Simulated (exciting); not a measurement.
The system is MgI2.

```
I Mg
1.0
     4.14000    0.00000    0.00000
    -2.07000    3.58535    0.00000
     0.00000    0.00000    6.88000
I Mg
2 1
Direct
  0.66667 0.33333 0.75000
  0.33333 0.66667 0.25000
  0.00000 0.00000 0.00000
```

Base run:

- Program: exciting (release sodium)
- Functional: PBEsol
- Potentials or basis: all-electron LAPW+lo, shipped species files, valence relativity iora*
- rgkmax: 7.8
- k mesh: 8 × 8 × 4
- Occupations: fermi-dirac, width 0.05 eV
- Spin: no spin polarisation

Its results: band gap on the k mesh 3.44 eV, indirect (least direct gap 3.52 eV); largest force 0.281 eV/Å.

Q: The run is repeated on the same cell with these changes: functional from PBEsol to PBE. What comes out?

A: Band gap on the k mesh 3.49 eV, indirect (least direct gap 3.64 eV); largest force 0.240 eV/Å.

Caveats: spin-orbit coupling is left out, which moves the levels of the heavy elements; the cell's inner coordinates are idealised or old, which leaves forces on the atoms.

A k mesh can miss the band edges.

Not every run made on this cell is shown here.
